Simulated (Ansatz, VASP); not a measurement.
# ZnS: VASP beside Ansatz

Wanted: the spread between two codes on one cell, functional and k mesh. The cell is taken from a series of runs on this material, whose earlier steps may have relaxed, scaled, displaced or heated it; both programs get it as it stands.

Method: plane waves, with VASP 6.6.1 beside it; zone-centre phonons at LDA, in Ansatz 0.2.0.

### Step 1. Starting point

Symmetry: R3m, No. 160, trigonal system. Conventional cell: a = 3.858 Å, b = 3.858 Å, c = 9.001 Å, α = 90.00°, β = 90.00°, γ = 120.00°. Nearest to S lie 4 Zn at 2.30 to 2.33 Å. Nearest to Zn lie 4 S at 2.30 to 2.33 Å. Farther neighbours and most contacts between anions are not listed.

Coordinates:

```xyz
2
Lattice="-0.0864 2.6415 2.6415 2.6415 -0.0864 2.6415 2.6415 2.6415 -0.0864" Properties=species:S:1:pos:R:3 pbc="T T T"
S     0.0149    0.0149    0.0149
Zn    3.8825    3.8825    3.8825
```

### Step 2. VASP: zone-centre phonons, LDA, pair 1

Second derivatives magnify differences that forces hide, and they need a tight electronic threshold.

Lines of VASP's logs that name or quote its potential files are left out, and so is its time.

Contents of INCAR:

```
SYSTEM = ZnS
PREC = Accurate
ENCUT = 500
EDIFF = 1E-08
NELM = 120
ISMEAR = 0
SIGMA = 0.01
LREAL = .FALSE.
ALGO = Normal
GGA = CA
NBANDS = 15
LORBIT = 11
LWAVE = .FALSE.
LCHARG = .FALSE.
ISIF = 2
IBRION = 8
LEPSILON = .TRUE.
LASPH = .TRUE.
GGA_COMPAT = .FALSE.
EFERMI = MIDGAP
KPAR = 2
```

Contents of POSCAR:

```
ZnS
1.0
   -0.0863500578      2.6414584493      2.6414584493
    2.6414584493     -0.0863500578      2.6414584493
    2.6414584493      2.6414584493     -0.0863500578
S Zn
1 1
Direct
    0.0028683806      0.0028683806      0.0028683806
    0.7471316194      0.7471316194      0.7471316194
```

Contents of KPOINTS:

```
Automatic mesh
0
Gamma
12 12 12
0 0 0
```

Potentials, in the order of the species: S and Zn (LDA family, release 64).

Command:

```console
mpirun -np 2 vasp_std
```

Numbers of over 12 decimals in the logs are rounded to 6 here.

What it wrote:

```text
[banner, memory and clock lines left out]
running    2 mpi-ranks, on    1 nodes
 distrk:  each k-point on    1 cores,    2 groups
 distr:  one band on    1 cores,    1 groups

 POSCAR found type information on POSCAR S Zn
 POSCAR found :  2 types and       2 ions
 LDA part: xc-table for (Slater(with rela. corr.)+CA(PZ))
 , standard interpolation
 POSCAR, INCAR and KPOINTS ok, starting setup
 FFT: planning ... GRIDC
 FFT: planning ... GRID_SOFT
 FFT: planning ... GRID
 WAVECAR not read
 entering main loop
       N       E                     dE             d eps       ncg     rms          rms(c)
DAV:   1     0.795640154448E+02    0.79564E+02   -0.84426E+03  5670   0.139E+03
DAV:   2    -0.344543265285E+01   -0.83009E+02   -0.77798E+02  6356   0.261E+02
DAV:   3    -0.855578792016E+01   -0.51104E+01   -0.50830E+01  6958   0.624E+01
DAV:   4    -0.860843001312E+01   -0.52642E-01   -0.52624E-01  6916   0.661E+00
DAV:   5    -0.860905168767E+01   -0.62167E-03   -0.62165E-03  7231   0.693E-01    0.709E+00
DAV:   6    -0.821011438394E+01    0.39894E+00   -0.79687E-01  8558   0.330E+01    0.547E+00
DAV:   7    -0.818243733025E+01    0.27677E-01   -0.24081E-01  7007   0.510E+00    0.263E+00
DAV:   8    -0.817641262166E+01    0.60247E-02   -0.52953E-03  8397   0.111E+00    0.597E-01
DAV:   9    -0.817589963181E+01    0.51299E-03   -0.10743E-03  6783   0.259E-01    0.850E-02
DAV:  10    -0.817591415887E+01   -0.14527E-04   -0.74830E-05  7084   0.706E-02    0.149E-02
DAV:  11    -0.817591210586E+01    0.20530E-05   -0.61239E-06  8960   0.441E-02    0.540E-03
DAV:  12    -0.817591217170E+01   -0.65848E-07   -0.10144E-06  6797   0.787E-03    0.212E-03
DAV:  13    -0.817591216960E+01    0.20991E-08   -0.71951E-08  7368   0.313E-03
   1 F= -.81759122E+01 E0= -.81759122E+01  d E =0.000000E+00
 Linear response reoptimize wavefunctions to high precision
DAV:   1    -0.817591217043E+01   -0.82673E-09   -0.75899E-09  7126   0.891E-04
DAV:   2    -0.817591217049E+01   -0.55479E-10   -0.46301E-10  3948   0.164E-04
 Linear response G [H, r] |phi>, progress :
  Direction:   1
       N       E                     dE             d eps       ncg     rms
RMM:   1    -0.484610024965E+02   -0.48461E+02    0.13591E+02  9589   0.711E+01
RMM:   2    -0.488215277674E+02   -0.36053E+00   -0.91431E+00  9799   0.254E+01
RMM:   3    -0.490530132873E+02   -0.23149E+00   -0.65533E-01 10698   0.617E+00
RMM:   4    -0.490621970616E+02   -0.91838E-02   -0.18652E-02 10797   0.127E+00
RMM:   5    -0.490631260214E+02   -0.92896E-03   -0.26568E-03 11169   0.307E-01
RMM:   6    -0.490631394667E+02   -0.13445E-04   -0.21905E-04 11193   0.847E-02
RMM:   7    -0.490631415703E+02   -0.21036E-05   -0.59049E-05 11270   0.254E-02
RMM:   8    -0.490631398017E+02    0.17686E-05    0.14149E-05 11379   0.874E-03
RMM:   9    -0.490631396387E+02    0.16295E-06   -0.30568E-05 10501   0.317E-03
RMM:  10    -0.490631394721E+02    0.16658E-06   -0.23572E-05  8712   0.148E-03
RMM:  11    -0.490631394131E+02    0.59035E-07   -0.32108E-05  7741   0.822E-04
RMM:  12    -0.490631394924E+02   -0.79319E-07   -0.26260E-05  6905   0.608E-04
RMM:  13    -0.490631394794E+02    0.13052E-07   -0.27927E-05  6254   0.513E-04
RMM:  14    -0.490631395081E+02   -0.28704E-07   -0.22240E-05  5662   0.485E-04
RMM:  15    -0.490631394727E+02    0.35334E-07   -0.47003E-05  5158   0.468E-04
RMM:  16    -0.490631395114E+02   -0.38677E-07   -0.37664E-05  4842   0.468E-04
 Linear response G [H, r] |phi>, progress :
  Direction:   2
       N       E                     dE             d eps       ncg     rms
RMM:   1    -0.513952121752E+02   -0.51395E+02    0.92659E+01  9748   0.690E+01
RMM:   2    -0.523814324041E+02   -0.98622E+00   -0.85854E+00  9672   0.242E+01
RMM:   3    -0.525244288339E+02   -0.14300E+00   -0.55015E-01 10678   0.566E+00
RMM:   4    -0.525321736962E+02   -0.77449E-02   -0.21055E-02 10958   0.117E+00
RMM:   5    -0.525325021340E+02   -0.32844E-03   -0.23811E-03 11123   0.281E-01
RMM:   6    -0.525324945177E+02    0.76163E-05   -0.33370E-04 11139   0.763E-02
RMM:   7    -0.525324823358E+02    0.12182E-04   -0.69000E-05 11235   0.228E-02
RMM:   8    -0.525324783755E+02    0.39603E-05   -0.53002E-06 11398   0.801E-03
RMM:   9    -0.525324780010E+02    0.37447E-06    0.53833E-06 10513   0.289E-03
RMM:  10    -0.525324780467E+02   -0.45689E-07    0.42368E-06  8674   0.135E-03
RMM:  11    -0.525324780086E+02    0.38121E-07    0.14796E-05  7519   0.701E-04
RMM:  12    -0.525324778546E+02    0.15396E-06    0.66905E-06  6625   0.505E-04
RMM:  13    -0.525324777962E+02    0.58417E-07    0.14465E-05  6089   0.400E-04
RMM:  14    -0.525324779064E+02   -0.11022E-06    0.10523E-05  5726   0.377E-04
RMM:  15    -0.525324779294E+02   -0.22947E-07    0.22109E-05  5306   0.361E-04
RMM:  16    -0.525324779147E+02    0.14666E-07    0.17604E-05  5001   0.358E-04
RMM:  17    -0.525324779069E+02    0.77952E-08    0.26640E-05  4738   0.356E-04
 Linear response G [H, r] |phi>, progress :
  Direction:   3
[...]
RMM:   5    -0.624865869468E+00   -0.38738E-06   -0.61949E-06 10566   0.822E-03
RMM:   6    -0.624865947675E+00   -0.78206E-07   -0.14840E-06 10437   0.267E-03
RMM:   7    -0.624865958884E+00   -0.11209E-07   -0.27087E-07  9368   0.992E-04
RMM:   8    -0.624865959456E+00   -0.57269E-09   -0.91577E-08  6671   0.412E-04
[...]
RMM:  10    -0.584030216177E+00   -0.27625E-05    0.76568E-07 26951   0.368E-04    0.160E-04
RMM:  11    -0.584030752887E+00   -0.53671E-06    0.95353E-07 21472   0.132E-04    0.508E-05
RMM:  12    -0.584030676909E+00    0.75978E-07    0.52353E-07 18402   0.802E-05    0.117E-05
RMM:  13    -0.584030721960E+00   -0.45051E-07    0.15943E-07  9056   0.520E-05    0.164E-06
 change of polarisation eV/A/(eV/A) component  1 :     1.108     0.167    -0.205
 dielectric tensor                  component  1 :     6.187     0.781    -0.959
 Linear response to external field, progress :
  Direction:   2
       N       E                     dE             d eps       ncg     rms          rms(c)
RMM:   1    -0.574647107752E+00   -0.57465E+00   -0.22567E+00 18779   0.378E+00
RMM:   2    -0.606937962337E+00   -0.32291E-01   -0.14797E-02 25946   0.829E-01    0.145E+00
RMM:   3    -0.569778350744E+00    0.37160E-01   -0.26177E-02 25162   0.865E-01    0.755E-01
RMM:   4    -0.575849341460E+00   -0.60710E-02   -0.18421E-02 25608   0.726E-01    0.184E-01
RMM:   5    -0.582687324923E+00   -0.68380E-02   -0.97943E-04 25769   0.196E-01    0.377E-02
RMM:   6    -0.583615099275E+00   -0.92777E-03   -0.68653E-05 24494   0.639E-02    0.250E-02
RMM:   7    -0.583967243196E+00   -0.35214E-03   -0.79684E-06 26440   0.167E-02    0.563E-03
RMM:   8    -0.584027240251E+00   -0.59997E-04   -0.75396E-07 26552   0.520E-03    0.929E-04
RMM:   9    -0.584027563479E+00   -0.32323E-06   -0.25373E-08 27280   0.143E-03    0.239E-04
RMM:  10    -0.584030282325E+00   -0.27188E-05    0.48603E-08 26946   0.368E-04    0.159E-04
RMM:  11    -0.584030849675E+00   -0.56735E-06   -0.30084E-08 21458   0.131E-04    0.505E-05
RMM:  12    -0.584030734441E+00    0.11523E-06   -0.11271E-07 18371   0.795E-05    0.116E-05
RMM:  13    -0.584030740171E+00   -0.57297E-08   -0.25656E-08  9129   0.515E-05    0.162E-06
 change of polarisation eV/A/(eV/A) component  2 :     0.104     1.108    -0.142
 dielectric tensor                  component  2 :     0.485     6.187    -0.662
 Linear response to external field, progress :
  Direction:   3
       N       E                     dE             d eps       ncg     rms          rms(c)
RMM:   1    -0.574910152341E+00   -0.57491E+00   -0.22593E+00 18776   0.378E+00
RMM:   2    -0.606927359103E+00   -0.32017E-01   -0.14748E-02 25939   0.828E-01    0.145E+00
RMM:   3    -0.569766721235E+00    0.37161E-01   -0.26103E-02 25150   0.866E-01    0.755E-01
RMM:   4    -0.575837664404E+00   -0.60709E-02   -0.18313E-02 25605   0.727E-01    0.184E-01
RMM:   5    -0.582679472217E+00   -0.68418E-02   -0.90847E-04 25770   0.196E-01    0.377E-02
RMM:   6    -0.583616103528E+00   -0.93663E-03   -0.70838E-05 24491   0.639E-02    0.250E-02
RMM:   7    -0.583966956025E+00   -0.35085E-03    0.14644E-07 26431   0.167E-02    0.563E-03
RMM:   8    -0.584027749335E+00   -0.60793E-04   -0.29369E-07 26547   0.519E-03    0.931E-04
RMM:   9    -0.584028066846E+00   -0.31751E-06    0.27829E-07 27298   0.143E-03    0.240E-04
RMM:  10    -0.584030829603E+00   -0.27628E-05    0.48033E-08 26939   0.368E-04    0.159E-04
RMM:  11    -0.584031359924E+00   -0.53032E-06    0.28626E-07 21457   0.131E-04    0.505E-05
RMM:  12    -0.584031245414E+00    0.11451E-06    0.24133E-07 18422   0.796E-05    0.115E-05
RMM:  13    -0.584031272300E+00   -0.26886E-07    0.11168E-07  9088   0.515E-05    0.166E-06
 change of polarisation eV/A/(eV/A) component  3 :     0.167    -0.205     1.108
 dielectric tensor                  component  3 :     0.780    -0.958     6.187
 Linear response DOF=           2
 Linear response progress:
  Degree of freedom:   1/  2
       N       E                     dE             d eps       ncg     rms          rms(c)
RMM:   1    -0.105462224452E+00   -0.10546E+00    0.48322E-02 35887   0.224E+00
RMM:   2    -0.103114163467E+00    0.23481E-02   -0.48112E-03 22861   0.655E-01    0.166E-01
RMM:   3    -0.103468526597E+00   -0.35436E-03   -0.32944E-04 24982   0.145E-01    0.822E-02
RMM:   4    -0.103834065706E+00   -0.36554E-03   -0.52818E-05 25309   0.525E-02    0.161E-02
RMM:   5    -0.103850047439E+00   -0.15982E-04   -0.45029E-06 26476   0.129E-02    0.914E-03
RMM:   6    -0.103835088811E+00    0.14959E-04   -0.54016E-07 25942   0.383E-03    0.434E-03
RMM:   7    -0.103837506104E+00   -0.24173E-05   -0.41836E-08 25696   0.129E-03    0.599E-04
RMM:   8    -0.103838001132E+00   -0.49503E-06    0.73096E-09 26080   0.333E-04    0.134E-04
RMM:   9    -0.103837645284E+00    0.35585E-06    0.98770E-09 26893   0.117E-04    0.435E-05
RMM:  10    -0.103837685592E+00   -0.40308E-07   -0.14430E-09 25756   0.572E-05    0.961E-06
RMM:  11    -0.103837699714E+00   -0.14122E-07    0.26400E-08 26888   0.312E-05    0.594E-06
RMM:  12    -0.103837678260E+00    0.21454E-07    0.57348E-08 24730   0.216E-05    0.696E-07
RMM:  13    -0.103837683852E+00   -0.55921E-08    0.43489E-08 18690   0.183E-05    0.159E-07
 first order change of Fermi-energy   0.20121E+00
 force on displaced ion       1 direction 1 :  -5.828  -0.217  -0.217
 Born effective charge ion    1 direction 1 :  -1.971   0.041   0.041
 Linear response progress:
  Degree of freedom:   2/  2
       N       E                     dE             d eps       ncg     rms          rms(c)
RMM:   1    -0.212698294502E+00   -0.21270E+00   -0.53080E-03 20041   0.212E+00
RMM:   2    -0.210731414301E+00    0.19669E-02   -0.28978E-03 22977   0.441E-01    0.115E-01
RMM:   3    -0.210491453633E+00    0.23996E-03   -0.60541E-05 27164   0.639E-02    0.677E-02
RMM:   4    -0.210183626282E+00    0.30783E-03   -0.11736E-05 26809   0.248E-02    0.356E-03
RMM:   5    -0.210180410841E+00    0.32154E-05   -0.45406E-07 28229   0.451E-03    0.132E-03
RMM:   6    -0.210184478221E+00   -0.40674E-05    0.68930E-08 28005   0.145E-03    0.337E-04
RMM:   7    -0.210185165039E+00   -0.68682E-06   -0.18515E-08 28008   0.383E-04    0.153E-04
RMM:   8    -0.210185084207E+00    0.80832E-07    0.60510E-09 26367   0.188E-04    0.255E-05
RMM:   9    -0.210184951182E+00    0.13302E-06   -0.42303E-09 27992   0.653E-05    0.154E-05
RMM:  10    -0.210184891886E+00    0.59296E-07   -0.18713E-09 28042   0.349E-05    0.193E-06
RMM:  11    -0.210184895201E+00   -0.33153E-08   -0.45297E-09 26817   0.177E-05    0.839E-07
 first order change of Fermi-energy  -0.20067E+00
 force on displaced ion       2 direction 1 :  -5.850  -0.237  -0.237
 Born effective charge ion    2 direction 1 :   1.970  -0.042  -0.042
 Born effective charges drift removed
 Linear response finished
```

OUTCAR, selected parts (step 2):

```text
ion  position               nearest neighbor table
   1  0.003  0.003  0.003-   2 2.30   2 2.33   2 2.33   2 2.33
   2  0.747  0.747  0.747-   1 2.30   1 2.33   1 2.33   1 2.33

  LATTYP: Found a trigonal (rhomboedric) cell.
 ALAT       =     3.7365842438
 COS(alpha) =     0.4670601411

 Subroutine GETGRP returns: Found  6 space group operations
 (whereof  6 operations were pure point group operations)

The static configuration has the point symmetry C_3v.

 Found    189 irreducible k-points:

   k-points           NKPTS =    189   k-points in BZ     NKDIM =    189   number of bands    NBANDS=     15

   dimension x,y,z NGX =    28 NGY =   28 NGZ =   28
   dimension x,y,z NGXF=    56 NGYF=   56 NGZF=   56

   ENCUT  =  500.0 eV  36.75 Ry    6.06 a.u.   6.81  6.81  6.81*2*pi/ulx,y,z

   NELECT =      18.0000    total number of electrons

 k-points in reciprocal lattice and weights: Automatic mesh
   0.00000000  0.00000000  0.00000000       0.001
   0.08333333  0.00000000  0.00000000       0.003
   0.16666667  0.00000000  0.00000000       0.003
   0.25000000  0.00000000  0.00000000       0.003
   0.33333333  0.00000000  0.00000000       0.003
   0.41666667 -0.00000000 -0.00000000       0.003
   0.50000000  0.00000000  0.00000000       0.002
   0.08333333  0.08333333  0.00000000       0.003
   0.16666667  0.08333333  0.00000000       0.007
[...]
-0.41666667  0.50000000  0.41666667       0.003
   0.50000000  0.50000000  0.50000000       0.001

 average (electrostatic) potential at core
       1 -89.0533       2 -37.3301

  Total       -0.7186459     -0.7186459     -0.7186459      0.3854538      0.3854538      0.3854538
  in kB      -29.7770231    -29.7770231    -29.7770231     15.9712395     15.9712395     15.9712395
  external PRESSURE =     -29.7770231 kB  Pullay stress =       0.0000000 kB

  energy-cutoff  :      500.00
  volume of cell :       38.67
      direct lattice vectors                 reciprocal lattice vectors
    -0.086350058  2.641458449  2.641458449    -0.180251518  0.186343130  0.186343130
     2.641458449 -0.086350058  2.641458449     0.186343130 -0.180251518  0.186343130
     2.641458449  2.641458449 -0.086350058     0.186343130  0.186343130 -0.180251518

 POSITION                                       TOTAL-FORCE (eV/Angst)
 -----------------------------------------------------------------------------------
      0.01491      0.01491      0.01491         0.001722      0.001722      0.001722
      3.88252      3.88252      3.88252        -0.001722     -0.001722     -0.001722
 -----------------------------------------------------------------------------------
    total drift:                               -0.000201     -0.000201     -0.000201

 MACROSCOPIC STATIC DIELECTRIC TENSOR (including local field effects in DFT)
 ------------------------------------------------------
           6.187467    -0.088968    -0.088968
          -0.088968     6.187467    -0.088968
          -0.088968    -0.088968     6.187467
 ------------------------------------------------------

 PIEZOELECTRIC TENSOR (including local field effects)  for field in x, y, z        (C/m^2)
          XX          YY          ZZ          XY          YZ          ZX
  --------------------------------------------------------------------------------
  x    -0.05715     0.03530     0.03530    -0.00264    -0.68522    -0.00264
  y     0.03530    -0.05715     0.03530    -0.00264    -0.00264    -0.68522
  z     0.03530     0.03530    -0.05715    -0.68522    -0.00264    -0.00264

 BORN EFFECTIVE CHARGES (including local field effects) (in |e|, cummulative output)
 ---------------------------------------------------------------------------------
 ion    1
    1    -1.97044     0.04129     0.04129
    2     0.04129    -1.97044     0.04129
    3     0.04129     0.04129    -1.97044
 ion    2
    1     1.97044    -0.04129    -0.04129
    2    -0.04129     1.97044    -0.04129
    3    -0.04129    -0.04129     1.97044

 Eigenvectors and eigenvalues of the dynamical matrix
 ----------------------------------------------------

   1 f  =    8.447519 THz    53.077326 2PiTHz  281.778895 cm-1    34.936115 meV
             X         Y         Z           dx          dy          dz
      0.014906  0.014906  0.014906    -0.472165   -0.472165   -0.472165
      3.882519  3.882519  3.882519     0.332255    0.332255    0.332255

   2 f  =    7.984354 THz    50.167176 2PiTHz  266.329383 cm-1    33.020620 meV
             X         Y         Z           dx          dy          dz
      0.014906  0.014906  0.014906    -0.599792    0.556096    0.043695
      3.882519  3.882519  3.882519     0.420081   -0.389478   -0.030603

   3 f  =    7.984354 THz    50.167176 2PiTHz  266.329383 cm-1    33.020620 meV
             X         Y         Z           dx          dy          dz
      0.014906  0.014906  0.014906    -0.295835   -0.371517    0.667352
      3.882519  3.882519  3.882519     0.207196    0.260203   -0.467399

   4 f/i=    0.000567 THz     0.003562 2PiTHz    0.018911 cm-1     0.002345 meV
             X         Y         Z           dx          dy          dz
      0.014906  0.014906  0.014906    -0.459174    0.309699    0.149475
      3.882519  3.882519  3.882519    -0.655609    0.442189    0.213421

   5 f/i=    0.000567 THz     0.003562 2PiTHz    0.018911 cm-1     0.002345 meV
             X         Y         Z           dx          dy          dz
      0.014906  0.014906  0.014906     0.092505    0.351404   -0.443909
      3.882519  3.882519  3.882519     0.132079    0.501735   -0.633814

   6 f/i=    0.019301 THz     0.121270 2PiTHz    0.643803 cm-1     0.079821 meV
             X         Y         Z           dx          dy          dz
      0.014906  0.014906  0.014906    -0.332255   -0.332255   -0.332255
      3.882519  3.882519  3.882519    -0.472165   -0.472165   -0.472165

 MACROSCOPIC STATIC DIELECTRIC TENSOR IONIC CONTRIBUTION
 ------------------------------------------------------
           3.133192    -0.241343    -0.241343
          -0.241343     3.133192    -0.241343
          -0.241343    -0.241343     3.133192
 ------------------------------------------------------

 ELASTIC MODULI CONTR FROM IONIC RELAXATION (kBar)
 Direction    XX          YY          ZZ          XY          YZ          ZX
 --------------------------------------------------------------------------------
 XX          -7.0585     -7.0363     -7.0363    -22.7440    -24.6711    -22.8686
 YY          -7.0363     -7.0585     -7.0363    -22.8686    -22.7440    -24.6711
 ZZ          -7.0363     -7.0363     -7.0585    -24.6711    -22.8686    -22.7440
 XY         -22.7440    -22.8686    -24.6711   -182.4629    -25.6526    -25.6526
 YZ         -24.6711    -22.7440    -22.8686    -25.6526   -182.4629    -25.6526
 ZX         -22.8686    -24.6711    -22.7440    -25.6526    -25.6526   -182.4629
 --------------------------------------------------------------------------------

 PIEZOELECTRIC TENSOR IONIC CONTR  for field in x, y, z        (C/m^2)
          XX          YY          ZZ          XY          YZ          ZX
  --------------------------------------------------------------------------------
  x     0.07967     0.07151     0.07151    -0.00371     0.70246     0.04193
  y     0.07151     0.07967     0.07151     0.04193    -0.00371     0.70246
  z     0.07151     0.07151     0.07967     0.70246     0.04193    -0.00371
```

The gap is read on the k-mesh alone, so it is an upper bound where the band edges lie off the mesh. Energies printed during the response cycles are not total energies of the cell. The dielectric response converges more slowly with the mesh than energies do, so tensor and charges may still move on a finer one.

[end of part 1 of 2]

[Lines on the potential files, build, host, timing and source positions are cut from VASP's logs without a mark.]

[Logs are printed without paths, hosts, clocks, repeated set-up lines and the standing remarks that a program may print on its own settings, such as how far it seeks lower states.]

[Hosts, paths, dates, database ids (printed as entryN), source tags and the programs' standing remarks are cut or masked in the printed files.]
